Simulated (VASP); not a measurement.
# Si3Ge (Fm-3m) in VASP: further runs

One crystal, Si3Ge, is run at these levels: PBE; tasks: relaxation of cell and atoms.

Everything below comes from runs of VASP 6.6.1. Logs are shortened: lines on timing, memory, paths and dates and some standing lists are left out, and cuts for length are marked.

### 1 The structure

It takes space group Fm-3m (No. 225, cubic). The conventional cell has a = 6.994 Å, b = 6.994 Å, c = 6.994 Å, α = 90.00°, β = 90.00°, γ = 90.00°. Around Si (site symmetry -43m) lie 4 Si at 3.03 Å and 4 Ge at 3.03 Å. Si (site symmetry m-3m) has 8 Si at 3.03 Å as nearest neighbours. Ge (site symmetry m-3m) is surrounded by 8 Si at 3.03 Å.

The cell was built by a generator and needn't be a form met in nature.

### 2 Relaxation of cell and atoms, PBE

INCAR

```
SYSTEM = Si3Ge
PREC = Normal
ENCUT = 520
EDIFF = 1E-4
ISMEAR = 0
SIGMA = 0.15
LREAL = .FALSE.
LASPH = .TRUE.
NELM = 60
ALGO = Fast
ISIF = 3
LWAVE = .FALSE.
LCHARG = .FALSE.
GGA = PE
IBRION = 2
NSW = 24
EDIFFG = -0.08
```

KPOINTS

```
Automatic mesh
0
G
  5 5 5
  0 0 0
```

POSCAR

```
Si3Ge
1.0
    0.0000000000      3.4972117000      3.4972117000
    3.4972117000      0.0000000000      3.4972117000
    3.4972117000      3.4972117000      0.0000000000
Si Ge
3 1
Direct
    0.2500000000      0.2500000000      0.2500000000
    0.7500000000      0.7500000000      0.7500000000
    0.5000000000      0.5000000000      0.5000000000
    0.0000000000      0.0000000000      0.0000000000
```

Potentials or basis: VASP PAW PBE potentials, release 64 (Si, Ge_d).

Started as:

```console
cat potpaw_PBE.64/Si/POTCAR potpaw_PBE.64/Ge_d/POTCAR > POTCAR
mpirun -np 1 vasp_std > vasp.out
```

OUTCAR:

```text
SYSTEM = Si3Ge
   PREC = Normal
   ENCUT = 520
   EDIFF = 1E-4
   ISMEAR = 0
   LREAL = .FALSE.
   LASPH = .TRUE.
   NELM = 60
   ISIF = 3
   GGA = PE
   IBRION = 2
   NSW = 24
   EDIFFG = -0.08

 ion  position               nearest neighbor table
   1  0.250  0.250  0.250-   4 3.03   4 3.03   4 3.03   3 3.03   4 3.03   3 3.03   3 3.03   3 3.03

   2  0.750  0.750  0.750-   3 3.03   3 3.03   3 3.03   3 3.03   4 3.03   4 3.03   4 3.03   4 3.03

   3  0.500  0.500  0.500-   1 3.03   1 3.03   1 3.03   1 3.03   2 3.03   2 3.03   2 3.03   2 3.03

   4  0.000  0.000  0.000-   2 3.03   2 3.03   2 3.03   1 3.03   2 3.03   1 3.03   1 3.03   1 3.03

  LATTYP: Found a face centered cubic cell.
 ALAT       =     6.9944234000

  Lattice vectors:

 A1 = (   0.0000000000,   3.4972117000,   3.4972117000)
 A2 = (   3.4972117000,   0.0000000000,   3.4972117000)
 A3 = (   3.4972117000,   3.4972117000,   0.0000000000)

Analysis of symmetry for initial positions (statically):
=====================================================================
 Subroutine PRICEL returns:
 Original cell was already a primitive cell.

 Routine SETGRP: Setting up the symmetry group for a
 face centered cubic supercell.

 Subroutine GETGRP returns: Found 48 space group operations
 (whereof 48 operations were pure point group operations)
 out of a pool of 48 trial point group operations.

The static configuration has the point symmetry O_h .

Analysis of symmetry for dynamics (positions and initial velocities):
=====================================================================
 Subroutine PRICEL returns:
 Original cell was already a primitive cell.

 Routine SETGRP: Setting up the symmetry group for a
 face centered cubic supercell.

 Subroutine GETGRP returns: Found 48 space group operations
 (whereof 48 operations were pure point group operations)
 out of a pool of 48 trial point group operations.

The dynamic configuration has the point symmetry O_h .

 Subroutine INISYM returns: Found 48 space group operations
 (whereof 48 operations are pure point group operations),
 and found     1 'primitive' translations

----------------------------------------------------------------------------------------

                                     Primitive cell

  volume of cell :      85.5452

  direct lattice vectors                    reciprocal lattice vectors
     0.000000000  3.497211700  3.497211700    -0.142971042  0.142971042  0.142971042
     3.497211700  0.000000000  3.497211700     0.142971042 -0.142971042  0.142971042
     3.497211700  3.497211700  0.000000000     0.142971042  0.142971042 -0.142971042

  length of vectors
     4.945804217  4.945804217  4.945804217     0.247633108  0.247633108  0.247633108

  position of ions in fractional coordinates (direct lattice)
     0.250000000  0.250000000  0.250000000
     0.750000000  0.750000000  0.750000000
     0.500000000  0.500000000  0.500000000
     0.000000000  0.000000000  0.000000000

  ion indices of the primitive-cell ions
   primitive index   ion index
                 1           1
                 2           2
                 3           3
                 4           4

----------------------------------------------------------------------------------------

 KPOINTS: Automatic mesh

Automatic generation of k-mesh.
 Grid dimensions read from file:
 generate k-points for:    5    5    5

 Generating k-lattice:

  Cartesian coordinates                     Fractional coordinates (reciprocal lattice)
    -0.028594208  0.028594208  0.028594208     0.200000000  0.000000000  0.000000000
     0.028594208 -0.028594208  0.028594208     0.000000000  0.200000000  0.000000000
     0.028594208  0.028594208 -0.028594208     0.000000000  0.000000000  0.200000000

  Length of vectors
     0.049526622  0.049526622  0.049526622

  Shift w.r.t. Gamma in fractional coordinates (k-lattice)
     0.000000000  0.000000000  0.000000000

 Subroutine IBZKPT returns following result:
 ===========================================

 Found     10 irreducible k-points:

 Following reciprocal coordinates:
            Coordinates               Weight
  0.000000  0.000000  0.000000      1.000000
  0.200000  0.000000  0.000000      8.000000
  0.400000  0.000000  0.000000      8.000000
  0.200000  0.200000  0.000000      6.000000
  0.400000  0.200000  0.000000     24.000000
 -0.400000  0.200000  0.000000     24.000000
 -0.200000  0.200000  0.000000     12.000000
  0.400000  0.400000  0.000000      6.000000
 -0.400000  0.400000  0.000000     12.000000
 -0.400000  0.400000  0.200000     24.000000
   k-points           NKPTS =     10   k-points in BZ     NKDIM =     10   number of bands    NBANDS=     17
   number of dos      NEDOS =    301   number of ions     NIONS =      4
   total plane-waves  NPLWV =  21952
   dimension x,y,z NGX =    28 NGY =   28 NGZ =   28
   dimension x,y,z NGXF=    56 NGYF=   56 NGZF=   56
   ions per type =               3   1
   NGX,Y,Z   is equivalent  to a cutoff of   9.41,  9.41,  9.41 a.u.
   NGXF,Y,Z  is equivalent  to a cutoff of  18.82, 18.82, 18.82 a.u.
 SYSTEM =  Si3Ge
   PREC   = normal    normal or accurate (medium, high low for compatibility)
   ISTART =      0    job   : 0-new  1-cont  2-samecut
   ICHARG =      2    charge: 1-file 2-atom 10-const
   ISPIN  =      1    spin polarized calculation?
   LNONCOLLINEAR =      F non collinear calculations
   LSORBIT =      F    spin-orbit coupling
   LASPH  =      T    aspherical Exc in radial PAW
   ENCUT  =  520.0 eV  38.22 Ry    6.18 a.u.   9.20  9.20  9.20*2*pi/ulx,y,z
   NELM   =     60;   NELMIN=  2; NELMDL= -5     # of ELM steps
   EDIFF  = 0.1E-03   stopping-criterion for ELM
   LREAL  =      F    real-space projection
   EDIFFG = -.8E-01   stopping-criterion for IOM
   NSW    =     24    number of steps for IOM
   IBRION =      2    ionic relax: 0-MD 1-quasi-New 2-CG
   NFREE  =      1    steps in history (QN), initial steepest desc. (CG)
   ISIF   =      3    stress and relaxation
   ISYM   =      2    0-nonsym 1-usesym 2-fastsym
   POTIM  = 0.5000    time-step for ionic-motion
   TEBEG  =    0.0;   TEEND  =   0.0 temperature during run
   PSTRESS=    0.0 pullay stress
   NELECT =      26.0000    total number of electrons
   NUPDOWN=      -1.0000    fix difference up-down
   EMIN   =  10.00;   EMAX   =-10.00  energy-range for DOS
   EFERMI =   0.00;   METHOD = LEGACY
   ISMEAR =     0;   SIGMA  =   0.15  broadening in eV -4-tet -1-fermi 0-gaus
   EFERMI_NEDOS =   21; number of points for ismear=-14 and -15
   IALGO  =     68    algorithm
   IMIX   =      4    mixing-type and parameters
     AMIX     =   0.40;   BMIX     =  1.00
     AMIX_MAG =   1.60;   BMIX_MAG =  1.00
  volume/ion in A,a.u.               =      21.39       144.32
  Fermi-wavevector in a.u.,A,eV,Ry     =   1.100696  2.080014 16.483887  1.211532
  Thomas-Fermi vector in A             =   2.237111
   LORBIT       =      0    0 simple, 1 ext, 2 COOP (PROOUT), +10 PAW based schemes
   GGA     = PE    functional components
   LHFCALC =     F    Hartree Fock is set to
   AEXX    =    0.0000 exact exchange contribution
   IVDW    =     0    specifies the selected vdW correction
   LEPSILON=     F    determine dielectric tensor
   LRPA    =     F    only Hartree local field effects (RPA)
 conjugate gradient relaxation of ions
 non-spin polarized calculation
 RMM-DIIS sequential band-by-band and
 Gauss-broadening in eV      SIGMA  =   0.15
  energy-cutoff  :      520.00
  volume of cell :       85.55
 maximum number of plane-waves:      2316
   NGX = 19   NGY = 19   NGZ = 19

--------------------------------------- Ionic step        1  -------------------------------------------

 number of electron      25.9999943 magnetization

 Free energy of the ion-electron system (eV)
  ---------------------------------------------------
  ext. energy  EPLUGINS =         0.00000000
  ---------------------------------------------------
  free energy    TOTEN  =       -17.24207163 eV

  energy without entropy =      -17.17551592  energy(sigma->0) =      -17.20879377

 E-fermi :   5.6026     XC(G=0):  -9.9295

 val. band max:        5.5728613245   @ k =   0.2000   0.2000   0.0000
 cond. band min:       5.6395640389   @ k =   0.2000   0.2000   0.0000
 fundamental gap:      0.0667027143
 Fermi energy:         5.6026313497

 k-point     1 :       0.0000    0.0000    0.0000
  band No.  band energies     occupation
      1     -19.1213      2.00000
      2     -19.1213      2.00000
      3     -19.1213      2.00000
      4     -19.1163      2.00000
      5     -19.1163      2.00000
      6      -5.8824      2.00000
[... 9 lines left out ...]
     16       5.2590      1.99880
     17       5.2590      1.99880

 k-point     2 :       0.2000    0.0000    0.0000
  band No.  band energies     occupation
      1     -19.1213      2.00000
      2     -19.1212      2.00000
      3     -19.1212      2.00000
      4     -19.1163      2.00000
      5     -19.1163      2.00000
      6      -5.5353      2.00000
[... 9 lines left out ...]
     16       5.4736      1.77635
     17       7.0267      0.00000
[... 285 lines left out ...]
 VOLUME and BASIS-vectors are now :
 -----------------------------------------------------------------------------
  energy-cutoff  :      520.00
  volume of cell :       61.61
      direct lattice vectors                 reciprocal lattice vectors
     0.000000000  3.134856156  3.134856156    -0.159496951  0.159496951  0.159496951
     3.134856156  0.000000000  3.134856156     0.159496951 -0.159496951  0.159496951
     3.134856156  3.134856156  0.000000000     0.159496951  0.159496951 -0.159496951

 POSITION                                       TOTAL-FORCE (eV/Angst)
 -----------------------------------------------------------------------------------
      1.56743      1.56743      1.56743        -0.000000     -0.000000     -0.000000
      4.70228      4.70228      4.70228        -0.000000     -0.000000     -0.000000
      3.13486      3.13486      3.13486         0.000000      0.000000      0.000000
      3.13486      3.13486      0.00000         0.000000      0.000000      0.000000
 -----------------------------------------------------------------------------------
    total drift:                                0.000000      0.000000      0.000000

  FREE ENERGIE OF THE ION-ELECTRON SYSTEM (eV)
  ---------------------------------------------------
  free  energy   TOTEN  =       -18.5627706173 eV

  energy  without entropy=      -18.5334844429  energy(sigma->0) =      -18.54812753

--------------------------------------- Ionic step        5  -------------------------------------------

 number of electron      26.0000023 magnetization

 Free energy of the ion-electron system (eV)
  ---------------------------------------------------
  ext. energy  EPLUGINS =         0.00000000
  ---------------------------------------------------
  free energy    TOTEN  =       -18.56608252 eV

  energy without entropy =      -18.53621973  energy(sigma->0) =      -18.55115113

 E-fermi :   9.2569     XC(G=0): -11.2512

 val. band max:        9.2204901275   @ k =   0.0000   0.0000   0.0000
 cond. band min:       9.2715268100   @ k =  -0.4000   0.2000   0.0000
 fundamental gap:      0.0510366825
 Fermi energy:         9.2569402468

 k-point     1 :       0.0000    0.0000    0.0000
  band No.  band energies     occupation
      1     -15.6522      2.00000
      2     -15.6522      2.00000
      3     -15.6522      2.00000
      4     -15.6371      2.00000
      5     -15.6371      2.00000
      6      -4.9116      2.00000
[... 9 lines left out ...]
     16       8.5576      2.00000
     17       9.2205      1.26889

 k-point     2 :       0.2000    0.0000    0.0000
  band No.  band energies     occupation
      1     -15.6522      2.00000
      2     -15.6515      2.00000
      3     -15.6515      2.00000
      4     -15.6371      2.00000
      5     -15.6371      2.00000
      6      -4.4685      2.00000
[... 9 lines left out ...]
     16       8.3468      2.00000
     17      10.8099      0.00000
[... 171 lines left out ...]
 VOLUME and BASIS-vectors are now :
 -----------------------------------------------------------------------------
  energy-cutoff  :      520.00
  volume of cell :       62.32
      direct lattice vectors                 reciprocal lattice vectors
     0.000000000  3.146847823  3.146847823    -0.158889158  0.158889158  0.158889158
     3.146847823  0.000000000  3.146847823     0.158889158 -0.158889158  0.158889158
     3.146847823  3.146847823  0.000000000     0.158889158  0.158889158 -0.158889158

 POSITION                                       TOTAL-FORCE (eV/Angst)
 -----------------------------------------------------------------------------------
      1.57342      1.57342      1.57342         0.000000      0.000000      0.000000
      4.72027      4.72027      4.72027        -0.000000     -0.000000      0.000000
      3.14685      3.14685      3.14685        -0.000000      0.000000     -0.000000
      0.00000      0.00000      0.00000        -0.000000      0.000000     -0.000000
 -----------------------------------------------------------------------------------
    total drift:                               -0.000000     -0.000000      0.000000

  FREE ENERGIE OF THE ION-ELECTRON SYSTEM (eV)
  ---------------------------------------------------
  free  energy   TOTEN  =       -18.5660825237 eV

  energy  without entropy=      -18.5362197269  energy(sigma->0) =      -18.55115113

 reached required accuracy - stopping structural energy minimisation
```

Run time: 15 s. Hardware: 1 thread of Intel Xeon 6975P-C (Granite Rapids), shared host; peak memory 0.16 GiB.

Results:

| Quantity | Value |
| --- | --- |
| Free energy | -18.5661 eV |
| Relaxed volume | 15.58 Å³/atom |
| Relaxed cell | a = 4.450 Å, b = 4.450 Å, c = 4.450 Å, α = 60.00°, β = 60.00°, γ = 60.00° |
| Space group after relaxing (to 0.05 Å) | Fm-3m (No. 225) |
| Energy gained by relaxing | 331.0 meV/atom |
| Ionic steps | 5 |
| Pressure after relaxing | 0.3 GPa |

The path:
```tsv
step	energy change (eV)	largest force (eV/Å)	pressure (GPa)	volume (Å³)
1	0.0000	0.0000	-13.06	85.55
2	-1.2802	0.0000	-4.04	65.73
3	-1.3233	0.0000	-1.38	62.95
4	-1.3207	0.0000	1.62	61.61
5	-1.3240	0.0000	0.30	62.32
```

Final structure:
```cif
data_structure
_symmetry_space_group_name_H-M 'P 1'
_symmetry_Int_Tables_number 1
_cell_length_a 4.4503
_cell_length_b 4.4503
_cell_length_c 4.4503
_cell_angle_alpha 60.000
_cell_angle_beta 60.000
_cell_angle_gamma 60.000
_cell_volume 62.32
loop_
_atom_site_label
_atom_site_type_symbol
_atom_site_fract_x
_atom_site_fract_y
_atom_site_fract_z
_atom_site_occupancy
Si1 Si 0.25000 0.25000 0.25000 1
Si2 Si 0.75000 0.75000 0.75000 1
Si3 Si 0.50000 0.50000 0.50000 1
Ge1 Ge 0.00000 0.00000 0.00000 1
```

Levels at points of the mesh, in eV from the Fermi level:
| k point | band 9 | band 10 | band 11 | band 12 | band 13 | band 14 | band 15 | band 16 | band 17 |
| --- | --- | --- | --- | --- | --- | --- | --- | --- | --- |
| (0.00, 0.00, 0.00) | -2.85 | -2.85 | -2.85 | -2.68 | -2.68 | -2.68 | -0.70 | -0.70 | -0.04 |

Caveat: the volume moved by over 15 % at a fixed basis, so the end points are rough; the bands computed are all filled at some k points, so no gap is given; the relaxation stopped at a loose force limit of 0.08 eV/Å, so its end isn't a converged minimum.

### 3 Relaxation of cell and atoms, PBE

This run uses another cell than the first one, of 17.77 Å³/atom, 0.831 times its volume.

INCAR is that of step 2.

KPOINTS is that of step 2.

POSCAR

```
Si3Ge
1.0
    4.2235967100      0.0000000000      0.0000000000
    0.0000000000      4.2235967100      0.0000000000
    0.0000000000      0.0000000000      3.9845254400
Si Ge
3 1
Direct
    0.0000000000      0.5000000000      0.5000000000
    0.5000000000      0.0000000000      0.5000000000
    0.5000000000      0.5000000000      0.0000000000
    0.0000000000      0.0000000000      0.0000000000
```

Potentials or basis: VASP PAW PBE potentials, release 64 (Si, Ge_d).

Started as:

```console
cat potpaw_PBE.64/Si/POTCAR potpaw_PBE.64/Ge_d/POTCAR > POTCAR
mpirun -np 1 vasp_std > vasp.out
```

It took 6.2 s on 1 thread of Intel Xeon 6975P-C (Granite Rapids), shared host; peak memory 0.15 GiB.

Results (log left out):

- Free energy: -18.6430 eV
- Relaxed volume: 15.96 Å³/atom
- Relaxed cell: a = 4.075 Å, b = 4.075 Å, c = 3.845 Å, α = 90.00°, β = 90.00°, γ = 90.00°
- Space group after relaxing (to 0.05 Å): P4/mmm (No. 123)
- Energy gained by relaxing: 36.4 meV/atom
- Ionic steps: 2
- Pressure after relaxing: -0.2 GPa
- Band gap on the k mesh: none (metal or under the smearing width)

Stress tensor (GPa, compression positive):
```
-0.45  0.00  0.00
 0.00 -0.45  0.00
 0.00  0.00  0.23
```

Step by step:
```
step  energy change (eV)  largest force (eV/Å)  pressure (GPa)  volume (Å³)
   1              0.0000                0.0000           -6.57        71.08
   2             -0.1457                0.0000           -0.23        63.84
```

Final structure:
```
CELL_PARAMETERS angstrom
4.07472 0.00000 0.00000
0.00000 4.07472 0.00000
0.00000 0.00000 3.84513
ATOMIC_POSITIONS crystal
Si 0.00000 0.50000 0.50000
Si 0.50000 0.00000 0.50000
Si 0.50000 0.50000 0.00000
Ge 0.00000 0.00000 0.00000
```

Levels at points of the mesh, in eV from the Fermi level:
```csv
k point,band 11,band 12,band 13,band 14,band 15,band 16
"(0.00, 0.00, 0.00)",-4.43,-3.75,2.25,2.25,2.92,3.18
```

Caveat: the relaxation stopped at a loose force limit of 0.08 eV/Å, so its end isn't a converged minimum.

(Continued in part 2 of 2.)
